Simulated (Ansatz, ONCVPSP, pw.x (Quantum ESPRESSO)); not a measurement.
**pw.x on sc W: one setting changed**

Potential: optimised norm-conserving Vanderbilt (ONCV), ONCVPSP 4.0.1.1 (patched build), PBE; core [Kr] 4d10 4f14, reference 5s2 5p6 5d4 6s2; waves: 5s+6s: rc 1.95 bohr, ncon 4, nbas 7, qcut 7.5 1/bohr, 3 projectors, debl 0.8 Ha; 5p: rc 1.55 bohr, ncon 4, nbas 8, qcut 8.2 1/bohr, 1 projector; 5d: rc 2.50 bohr, ncon 4, nbas 9, qcut 5.1 1/bohr, 1 projector; local part: polynomial inside 1.30 bohr (lpopt 3, dvloc0 1 Ha); core correction: none.

The reference run (k-mesh 12³, cutoffs 70/280 Ry, Fermi–Dirac 0.01 Ry, mixing_beta 0.4, conv_thr 1e-9, no spin) gives -4.75 GPa at 18.539 Å³/atom, where all-electron LAPW gives -2.09 GPa. This run, with its own iteration cap, changes ecutrho/ecutwfc to 6.

```
&control
  calculation='scf', prefix='x', pseudo_dir='./', outdir='./tmp', tstress=.true., disk_io='none'
/
&system
  ibrav=0, nat=1, ntyp=1, ecutwfc=70, ecutrho=420, nbnd=15,
  occupations='smearing', smearing='fd', degauss=0.01
/
&electrons
  conv_thr=1e-09, mixing_beta=0.4, electron_maxstep=60
/
ATOMIC_SPECIES
W 1.0 W.UPF
CELL_PARAMETERS angstrom
  2.64664343 0.00000000 0.00000000
  0.00000000 2.64664343 0.00000000
  0.00000000 0.00000000 2.64664343
ATOMIC_POSITIONS crystal
W 0.0000 0.0000 0.0000
K_POINTS automatic
12 12 12 0 0 0
```

```bash
pw.x < W.scf.in > W.scf.out
```

Problem. How does the run end?

Solution. It converges in 7 iterations; the free energy moves by +0.0 meV/atom and the pressure by +0.00 GPa. The result is that of the reference run.

```
Message from routine setup:
     no reason to have ecutrho>4*ecutwfc
     Message from routine setup:
     using ibrav=0 with symmetry is DISCOURAGED, use correct ibrav instead
     lattice parameter (alat)  =       5.0014  a.u.
     unit-cell volume          =     125.1074 (a.u.)^3
     number of electrons       =        14.00
     number of Kohn-Sham states=           15
     kinetic-energy cutoff     =      70.0000  Ry
     charge density cutoff     =     420.0000  Ry
     scf convergence threshold =      1.0E-09
     Exchange-correlation= PBE
     number of k points=    84  Fermi-Dirac smearing, width (Ry)=  0.0100
     iteration #  1     ecut=    70.00 Ry     beta= 0.40
     total energy              =    -136.43041994 Ry
     estimated scf accuracy    <       0.02153649 Ry
     iteration #  2     ecut=    70.00 Ry     beta= 0.40
     total energy              =    -136.43078963 Ry
     estimated scf accuracy    <       0.00501949 Ry
     iteration #  3     ecut=    70.00 Ry     beta= 0.40
     total energy              =    -136.43108481 Ry
     estimated scf accuracy    <       0.00041025 Ry
     iteration #  4     ecut=    70.00 Ry     beta= 0.40
     total energy              =    -136.43110160 Ry
     estimated scf accuracy    <       0.00000206 Ry
     iteration #  5     ecut=    70.00 Ry     beta= 0.40
     total energy              =    -136.43110205 Ry
     estimated scf accuracy    <       0.00000027 Ry
     iteration #  6     ecut=    70.00 Ry     beta= 0.40
     total energy              =    -136.43110208 Ry
     estimated scf accuracy    <       0.00000005 Ry
     iteration #  7     ecut=    70.00 Ry     beta= 0.40
     the Fermi energy is    18.6917 ev
!    total energy              =    -136.43110208 Ry
     estimated scf accuracy    <          6.0E-10 Ry
     smearing contrib. (-TS)   =      -0.00274580 Ry
     The total energy is F=E-TS. E is the sum of the following terms:
     one-electron contribution =     -30.18173730 Ry
     hartree contribution      =      20.10345962 Ry
     xc contribution           =     -15.15984522 Ry
     ewald contribution        =    -111.19023339 Ry
     convergence has been achieved in   7 iterations
          total   stress  (Ry/bohr**3)                   (kbar)     P=      -47.45
     Message from routine punch:
     Nothing written, as per user request (disk_io='none')
```

The run took about 26 s on one core of a shared host (Neoverse-N1, 64 threads, 124 GiB, load 56).
